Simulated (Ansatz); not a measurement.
InN (wurtzite, P6_3mc) under volume change, plane-wave PAW PBEsol (Ansatz code), shape and atoms relaxed at each volume.

```csv
V (Å³/atom),E − E(relaxed) (meV/atom),P (GPa)
14.082,63.3,15.90
14.546,26.5,9.69
15.010,6.2,4.44
15.475,0.0,0.00
15.939,5.6,-3.74
16.403,21.1,-6.90
16.867,45.1,-9.55
```

Problem. What does a third-order Birch–Murnaghan fit give for V₀, B₀ and B′?

Solution. V₀ = 15.48 Å³/atom, B₀ = 135 GPa, B′ = 4.6.

Symmetry was held in the PBEsol relaxation.

Potentials: the later of the program's two PAW sets.
